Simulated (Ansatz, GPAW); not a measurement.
**Geometry or basis: what sets the conductance of an Ir chain with an Ag atom bridging one bond**

Aim: the conductance of an Ir chain with an Ag atom bridging one bond after relaxation, and whether geometry, basis or functional moves it most.

Method: Ansatz plane waves; relaxation of the junction with the lead ends held, in the first sound run; inputs show where later runs differ, in GPAW 26.7.0 and Ansatz 0.2.0.

Report form: the programs' logs are mostly left out.

## (1) The starting structure

The cell holds 17 atoms: 16 Ir and 1 Ag. Cell: a = 9.000 Å, b = 9.000 Å, c = 37.000 Å, α = 90.0°, β = 90.0°, γ = 90.0°. Regions: left lead, 8 atoms (8 Ir); channel, 1 atom (1 Ag); right lead, 8 atoms (8 Ir). Vacuum lies along a and b. The structure is stacked along c, and the current runs across the ab planes.

## (2) Relaxation

Transmission follows bond lengths closely, so the atoms between the held lead ends are relaxed first, from a slightly shaken start that lets symmetry break.

input.yaml

```yaml
crystal:
  lattice:
    - [9.0, 0.0, 0.0]
    - [0.0, 9.0, 0.0]
    - [0.0, 0.0, 37.0]
  atoms:
    - { symbol: Ir, position: [0.5, 0.5, 0.0310810811] }
    - { symbol: Ir, position: [0.5, 0.5, 0.0932432432] }
    - { symbol: Ir, position: [0.5, 0.5, 0.1554054054] }
    - { symbol: Ir, position: [0.5, 0.5, 0.2175675676] }
    - { symbol: Ir, position: [0.5, 0.5, 0.2797297297] }
    - { symbol: Ir, position: [0.5, 0.5, 0.3418918919] }
    - { symbol: Ir, position: [0.5036708748, 0.5011281043, 0.4036162393] }
    - { symbol: Ir, position: [0.4957991938, 0.4936845958, 0.4662313283] }
    - { symbol: Ag, position: [0.7321598367, 0.4970928135, 0.4998200247] }
    - { symbol: Ir, position: [0.4998271799, 0.4924107239, 0.5345339026] }
    - { symbol: Ir, position: [0.493243848, 0.506198747, 0.596424785] }
    - { symbol: Ir, position: [0.5, 0.5, 0.6581081081] }
    - { symbol: Ir, position: [0.5, 0.5, 0.7202702703] }
    - { symbol: Ir, position: [0.5, 0.5, 0.7824324324] }
    - { symbol: Ir, position: [0.5, 0.5, 0.8445945946] }
    - { symbol: Ir, position: [0.5, 0.5, 0.9067567568] }
    - { symbol: Ir, position: [0.5, 0.5, 0.9689189189] }
kpoints:
  mp_grid: { grid: [1, 1, 2] }
hamiltonian:
  xc: pbe
scf:
  occupations: { method: fermi_dirac, width: 0.1 }
relax:
  f_tol: 0.03
  max_steps: 80
  constraints: [{ sites: [0, 1, 2, 3, 4, 5, 11, 12, 13, 14, 15, 16] }]
```

On the command line:

```
ansatz run input.yaml --threads 4 --pin off --max-ram 8192MiB --backend cpu --events-out ev --progress --plain --runs-dir out
```

The job ended after 1.9 min (4 threads of Intel Xeon Platinum 8375C at 2.90GHz (Ice Lake), shared host; peak memory 4.6 GiB).

The steps of the relaxation:

| step | energy less that of the first step (eV) | largest force component (eV/Å) |
| --- | --- | --- |
| 1 | 0.0000 | 2.7754 |
| 2 | -0.3405 | 0.3635 |
| 3 | -0.4628 | 0.2732 |
| 4 | -0.5546 | 0.2253 |
| 5 | -0.5917 | 0.1298 |
| 6 | -0.6018 | 0.2317 |
| 7 | -0.6291 | 0.1022 |
| 8 | -0.6398 | 0.0709 |
| 9 | -0.6487 | 0.1191 |
| 10 | -0.6499 | 0.0630 |
| 11 | -0.6518 | 0.0231 |
| 12 | -0.6518 | 0.0232 |

The atoms that moved most (Å):

| atom | dx | dy | dz | length |
| --- | --- | --- | --- | --- |
| Ir7 | 0.127 | -0.474 | 0.081 | 0.498 |
| Ir11 | 0.111 | 0.436 | -0.081 | 0.458 |
| Ir8 | 0.044 | 0.374 | 0.025 | 0.378 |
| Ag9 | 0.270 | 0.255 | -0.005 | 0.371 |
| Ir10 | 0.074 | -0.228 | -0.054 | 0.246 |

This step gave:

```yaml
free_energy: -198494.6268 eV
smearing_term_ts: 1.615 eV
symmetry_operations: 1
```

The relaxation lowered the energy of the cell by 0.652 eV.

## (3) Plane-wave reference (PBE)

A plane-wave run comes first: its basis does not favour the atoms, so it serves as the reference for the orbital bases.

This step: Ansatz plane waves; Landauer transmission by layers, zero bias (Ansatz 0.2.0).

input.yaml

```yaml
crystal:
  lattice:
    - [9.0, 0.0, 0.0]
    - [0.0, 9.0, 0.0]
    - [0.0, 0.0, 37.0]
  atoms:
    - { symbol: Ir, position: [0.5, 0.5, 0.0310810811] }
    - { symbol: Ir, position: [0.5, 0.5, 0.0932432432] }
    - { symbol: Ir, position: [0.5, 0.5, 0.1554054054] }
    - { symbol: Ir, position: [0.5, 0.5, 0.2175675676] }
    - { symbol: Ir, position: [0.5, 0.5, 0.2797297297] }
    - { symbol: Ir, position: [0.5, 0.5, 0.3418918919] }
    - { symbol: Ir, position: [0.5178051443, 0.4484294556, 0.4058144075] }
    - { symbol: Ir, position: [0.5006659547, 0.5352768549, 0.4669138725] }
    - { symbol: Ag, position: [0.7621408232, 0.5254140107, 0.4996798151] }
    - { symbol: Ir, position: [0.5080789769, 0.4670974681, 0.5330691225] }
    - { symbol: Ir, position: [0.5055723515, 0.554680075, 0.5942261056] }
    - { symbol: Ir, position: [0.5, 0.5, 0.6581081081] }
    - { symbol: Ir, position: [0.5, 0.5, 0.7202702703] }
    - { symbol: Ir, position: [0.5, 0.5, 0.7824324324] }
    - { symbol: Ir, position: [0.5, 0.5, 0.8445945946] }
    - { symbol: Ir, position: [0.5, 0.5, 0.9067567568] }
    - { symbol: Ir, position: [0.5, 0.5, 0.9689189189] }
kpoints:
  mp_grid: { grid: [1, 1, 2] }
hamiltonian:
  xc: pbe
scf:
  occupations: { method: fermi_dirac, width: 0.1 }
output:
  transmission:
    leads: [[0, 1]]
    e_range: [-2, 2]
    de: 0.025
    kmesh: [1, 1]
    reduced_basis: true
  write_potential: true
  write_density: true
  volumetric_format: npy
  elf: true
```

The job ended after 78 s (4 threads; peak memory 4.8 GiB; 3.6 min of CPU time).

Numbers from this step:

* lead level: 0 eV from the Fermi level
* transmission at the Fermi level (one spin): 3.218
* open channels of the lead at the Fermi level (one spin): 6
* step of the potential along the lead: 4.8 meV
* offset of the lead: 0 Å
* filling of the lead less its bulk value, in size: 8 meV
* conductance: 3.155 G₀

One spin. The transmission, zone mean by energy, zero at the Fermi level:

energy (eV), transmission, zone mean and a bar from the least value:
```
   -2.000       1.71 #####
   -1.900       2.02 ########
   -1.800       2.15 ########
   -1.700       2.28 #########
   -1.600       2.43 ###########
   -1.500       2.59 ############
   -1.400       2.82 #############
   -1.300       2.99 ###############
   -1.200       3.17 ################
   -1.100       3.45 ##################
   -1.000       3.97 ######################
   -0.900       4.57 ##########################
   -0.800       4.84 ############################
   -0.700       5.04 ##############################
   -0.650       5.07 ##############################
   -0.600       5.03 ##############################
   -0.500       4.75 ############################
   -0.400       4.35 #########################
   -0.300       3.97 ######################
   -0.200       3.63 ###################
   -0.100       3.41 ##################
    0.000       3.22 ################
    0.100       2.56 ############
    0.200       2.21 #########
    0.300       2.12 ########
    0.400       2.12 ########
    0.500       2.10 ########
    0.600       2.00 #######
    0.700       1.86 ######
    0.800       1.72 #####
    0.900       1.62 #####
    1.000       1.60 ####
    1.100       1.63 #####
    1.200       1.69 #####
    1.300       1.57 ####
    1.400       1.24 ##
    1.500       1.06 
    1.600       1.01 
    1.700       1.00 
    1.800       1.00 
    1.900       1.01 
    2.000       1.00
```

One spin. Table of open channels, zone mean by energy, zero at the Fermi level:

| energy (eV) | open channels, zone mean |
| --- | --- |
| -2.000 | 3 |
| -1.800 | 4 |
| -1.600 | 4 |
| -1.400 | 6 |
| -1.200 | 6 |
| -1.000 | 6 |
| -0.800 | 6 |
| -0.600 | 6 |
| -0.400 | 6 |
| -0.200 | 6 |
| 0.000 | 6 |
| 0.200 | 4 |
| 0.400 | 4 |
| 0.600 | 4 |
| 0.800 | 4 |
| 1.000 | 3 |
| 1.200 | 3 |
| 1.400 | 3 |
| 1.600 | 3 |
| 1.800 | 3 |
| 2.000 | 3 |

Crystal 0, spin -, k parallel (0, 0); distinct values, listed up to 1.5 1/Å. The Im kz of the slowest decaying states by energy, zero at the Fermi level:

| energy (eV) | decay 1 (Å⁻¹) | decay 2 (Å⁻¹) | decay 3 (Å⁻¹) | decay 4 (Å⁻¹) |
| --- | --- | --- | --- | --- |
| -2.000 | 0.0488 | 0.549 | 0.550 | 1.33 |
| -1.800 | 0.446 | 0.446 | 1.31 | 1.31 |
| -1.600 | 0.301 | 0.302 | 1.29 | 1.29 |
| -1.400 | 1.27 | 1.27 | 1.33 | 1.44 |
| -1.200 | 1.25 | 1.25 | 1.31 | 1.42 |
| -1.000 | 1.23 | 1.23 | 1.29 | 1.41 |
| -0.800 | 1.21 | 1.21 | 1.27 | 1.39 |
| -0.600 | 1.19 | 1.19 | 1.25 | 1.37 |
| -0.400 | 1.17 | 1.17 | 1.23 | 1.35 |
| -0.200 | 1.14 | 1.14 | 1.21 | 1.33 |
| 0.000 | 1.12 | 1.12 | 1.18 | 1.31 |
| 0.200 | 0.246 | 0.246 | 1.10 | 1.10 |
| 0.400 | 0.369 | 0.369 | 1.07 | 1.07 |
| 0.600 | 0.451 | 0.451 | 1.05 | 1.05 |
| 0.800 | 0.515 | 0.515 | 1.03 | 1.03 |
| 1.000 | 0.0955 | 0.567 | 0.567 | 1.00 |
| 1.200 | 0.197 | 0.610 | 0.610 | 0.975 |
| 1.400 | 0.258 | 0.648 | 0.949 | 0.950 |
| 1.600 | 0.303 | 0.680 | 0.923 | 0.923 |
| 1.800 | 0.340 | 0.709 | 0.709 | 0.897 |
| 2.000 | 0.370 | 0.735 | 0.735 | 0.870 |

Crystal 0, spin -, k parallel (0, 0). Re kz of states that move upwards against energy, zero at the Fermi level:

| energy (eV) | channel 1 (Å⁻¹) | channel 2 (Å⁻¹) | channel 3 (Å⁻¹) | channel 4 (Å⁻¹) | channel 5 (Å⁻¹) | channel 6 (Å⁻¹) |
| --- | --- | --- | --- | --- | --- | --- |
| -2.000 | -0.681 | -0.680 | 0.708 | - | - | - |
| -1.800 | -0.648 | -0.648 | 0.257 | 0.724 | - | - |
| -1.600 | -0.616 | -0.616 | 0.368 | 0.741 | - | - |
| -1.400 | -0.585 | -0.585 | 0.154 | 0.155 | 0.454 | 0.759 |
| -1.200 | -0.555 | -0.555 | 0.382 | 0.383 | 0.526 | 0.777 |
| -1.000 | -0.525 | -0.525 | 0.528 | 0.529 | 0.590 | 0.796 |
| -0.800 | -0.495 | -0.495 | 0.647 | 0.653 | 0.653 | 0.817 |
| -0.600 | -0.466 | -0.466 | 0.698 | 0.769 | 0.770 | 0.841 |
| -0.400 | -0.437 | -0.437 | 0.741 | 0.871 | 0.888 | 0.888 |
| -0.200 | -0.409 | -0.408 | 0.777 | 0.907 | 1.02 | 1.02 |
| 0.000 | -0.380 | -0.380 | 0.806 | 0.951 | 1.21 | 1.21 |
| 0.200 | -0.351 | -0.351 | 0.829 | 1.00 | - | - |
| 0.400 | -0.322 | -0.322 | 0.850 | 1.06 | - | - |
| 0.600 | -0.293 | -0.293 | 0.868 | 1.13 | - | - |
| 0.800 | -0.263 | -0.263 | 0.885 | 1.21 | - | - |
| 1.000 | -0.233 | -0.233 | 0.902 | - | - | - |
| 1.200 | -0.202 | -0.202 | 0.918 | - | - | - |
| 1.400 | -0.170 | -0.170 | 0.934 | - | - | - |
| 1.600 | -0.136 | -0.135 | 0.949 | - | - | - |
| 1.800 | -0.0981 | -0.0977 | 0.964 | - | - | - |
| 2.000 | -0.0502 | -0.0496 | 0.979 | - | - | - |

The electrostatic potential energy of an electron (with the applied field's), less the Fermi level, planar mean oscillates, so the rows of the table below give means over windows of 2.29 Å about each position, cut where the curve ends. Its first 14 maxima inside the range that stand out by 2 % of the span (Å: eV): 2.4: 5.27, 4.6: 5.27, 7.0: 5.25, 9.2: 5.24, 11.5: 5.20, 13.8: 5.10, 16.1: 4.74, 18.6: 3.07, 20.9: 4.74, 23.2: 5.10, 25.5: 5.20, 27.8: 5.24, 30.0: 5.25, 32.4: 5.27. Its first 14 minima: 1.2: 3.45, 3.4: 3.45, 5.8: 3.44, 8.0: 3.43, 10.4: 3.39, 12.7: 3.33, 15.1: 3.16, 17.5: 2.57, 19.5: 2.59, 21.9: 3.16, 24.3: 3.33, 26.6: 3.39, 29.0: 3.44, 31.2: 3.44.

The electrostatic potential energy of an electron (with the applied field's), less the Fermi level, planar mean by z; means over each step:

| z (Å) | electrostatic potential energy of an electron (with the applied field's), less the Fermi level, planar mean (eV) |
| --- | --- |
| 1.15 | 4.35 |
| 3.44 | 4.35 |
| 5.72 | 4.34 |
| 8.02 | 4.33 |
| 10.30 | 4.29 |
| 12.59 | 4.22 |
| 14.88 | 4.05 |
| 17.18 | 3.32 |
| 19.46 | 3.09 |
| 21.75 | 3.99 |
| 24.04 | 4.21 |
| 26.34 | 4.29 |
| 28.62 | 4.33 |
| 30.91 | 4.34 |
| 33.21 | 4.35 |
| 35.50 | 4.35 |

The valence density, planar mean oscillates, so the rows of the table below give means over windows of 2.29 Å about each position, cut where the curve ends. Its first 14 maxima inside the range that stand out by 2 % of the span (Å: e/Å³): 1.2: 0.179, 3.4: 0.179, 5.8: 0.179, 8.0: 0.178, 10.4: 0.180, 12.6: 0.178, 14.9: 0.178, 17.3: 0.186, 18.5: 0.256, 19.7: 0.186, 22.1: 0.178, 24.4: 0.178, 26.6: 0.180, 29.0: 0.178. Its first 14 minima: 2.4: 0.0282, 4.6: 0.0277, 7.0: 0.0279, 9.2: 0.0278, 11.5: 0.0281, 13.8: 0.0254, 16.1: 0.0284, 17.9: 0.139, 19.1: 0.132, 20.9: 0.0284, 23.2: 0.0254, 25.5: 0.0281, 27.8: 0.0278, 30.0: 0.0279.

Table of valence density, planar mean by z; means over each step:

| z (Å) | valence density, planar mean (e/Å³) |
| --- | --- |
| 1.15 | 0.0915 |
| 3.44 | 0.0915 |
| 5.72 | 0.0915 |
| 8.02 | 0.0916 |
| 10.30 | 0.0915 |
| 12.59 | 0.0913 |
| 14.88 | 0.0915 |
| 17.18 | 0.126 |
| 19.46 | 0.157 |
| 21.75 | 0.0921 |
| 24.04 | 0.0907 |
| 26.34 | 0.0914 |
| 28.62 | 0.0916 |
| 30.91 | 0.0914 |
| 33.21 | 0.0915 |
| 35.50 | 0.0914 |

Electrostatic potential energy in the ca plane at fractional y = 0.535, with atoms of Ir and Ag within 0.2 Å of it. With pseudopotentials it is smooth inside the atoms' cores, unlike the true potential.

Ten even steps from '0' (-57 eV) to '9' (3 eV), each cell a mean:
```
99999999999999999999999999999999999999999999
99999999999999999999999999999999999999999999
99999999999999999999998888999999999999999999
99999999999999999999986556899999999999999999
99999999999999999999974223689999999999999999
99999999999999999999974223689999999999999999
99999999999999999999984324699999999999999999
99999999999999999999987556899999999999999999
98899998899999999999888888889999888999998999
65578875578998778986447898767898544788765689
20147730027886457861002787423685100377410268
00026610005875347840001686202574000167200047
10027620016887568850001687423685000277300157
42368853258998889874125898767887423688632478
87889987789999999998778999989999888899887899
99999999999999999999999999999999999999999999
99999999999999999999999999999999999999999999
99999999999999999999999999999999999999999999
99999999999999999999999999999999999999999999
99999999999999999999999999999999999999999999
99999999999999999999999999999999999999999999
99999999999999999999999999999999999999999999
99999999999999999999999999999999999999999999
99999999999999999999999999999999999999999999
```
Columns run along c (16.0 Å, from fractional 0.27 to 0.70 of the cell; values clipped at the 3rd and 97th percentile), rows up along a (9.0 Å). Atoms in or near the plane, at fractional coordinates: Ir at (0.47, 0.50), Ag at (0.50, 0.76), Ir at (0.59, 0.51).

ELF in the ca plane at fractional y = 0.535, with atoms of Ir and Ag within 0.2 Å of it. It is the smooth field of the valence electrons, not physical close to the nuclei.

Ten even steps from '0' (0.00) to '9' (0.79), each cell a mean:
```
00000000000000000000000000000000000000000000
00000000000000000000000000000000000000000000
00000000000000000000011221100000000000000000
00000000000000000000123554211000000000000000
00000000000000000001136886421000000000000000
11110011110011110001236997521100011110011110
22221122221122221112235786322111222221122221
33333333332333332233323443223322333333333333
34334433333444433433433222344443344444334334
45544445543444444434653343444443466444355444
68754457863445654447876344676444788644578644
77864478774445664457667445787545867744687754
78864468874444554447777444676444778644688744
57644446753444445435774344454444576444467544
34434434433344445422443344443444444344344444
33333333332333333322222233332333343333333333
22222222221112222111111111111122233222222222
11111111111001111000110000000011111111111111
00000000000000000000000000000000000000000000
00000000000000000000000000000000000000000000
00000000000000000000000000000000000000000000
00000000000000000000000000000000000000000000
00000000000000000000000000000000000000000000
00000000000000000000000000000000000000000000
```
Columns run along c (16.0 Å, from fractional 0.27 to 0.70 of the cell), rows up along a (9.0 Å). Atoms in or near the plane, at fractional coordinates: Ir at (0.47, 0.50), Ag at (0.50, 0.76), Ir at (0.59, 0.51).

Valence density in the ca plane at fractional y = 0.535, with atoms of Ir and Ag within 0.2 Å of it. It is the smooth field of the valence electrons, not physical close to the nuclei.

Ten steps, logarithmic in the rise over the least value, from '0' (0 e/Å³) to '9' (17 e/Å³), each cell a mean:
```
00000000000000000000000000000000000000000000
00000000000000000000000000000000000000000000
00000000000000000000001221000000000000000000
00000000000000000000014664200000000000000000
00000000000000000000136897410000000000000000
00000000000000000000137998510000000000000000
00000000000000000000136887410000000000000000
00000000000000000001123554211000000000000000
12111112211111111112222222221111222111112111
34432234432123332224553222343222455322344322
67753357763234543346775323565334677533577643
78864468874234553357887434676435788643688753
68763367764223443347886323565434787633578743
56542246642122222235664222343223565422456532
23321123321111111112332111121111232211223211
11110011110000000000110000000000111000011100
00000000000000000000000000000000000000000000
00000000000000000000000000000000000000000000
00000000000000000000000000000000000000000000
00000000000000000000000000000000000000000000
00000000000000000000000000000000000000000000
00000000000000000000000000000000000000000000
00000000000000000000000000000000000000000000
00000000000000000000000000000000000000000000
```
Columns run along c (16.0 Å, from fractional 0.27 to 0.70 of the cell), rows up along a (9.0 Å). Atoms in or near the plane, at fractional coordinates: Ir at (0.47, 0.50), Ag at (0.50, 0.76), Ir at (0.59, 0.51).

T at the Fermi level is 3.22 of 6 open channels a spin, without spin-orbit coupling, which is large for these atoms.

[end of part 1 of 2]

[Logs are printed without paths, hosts, clocks, repeated set-up lines and the standing remarks that a program may print on its own settings, such as how far it seeks lower states.]

[Hosts, paths, dates, database ids (printed as entryN), source tags and the programs' standing remarks are cut or masked in the printed files.]
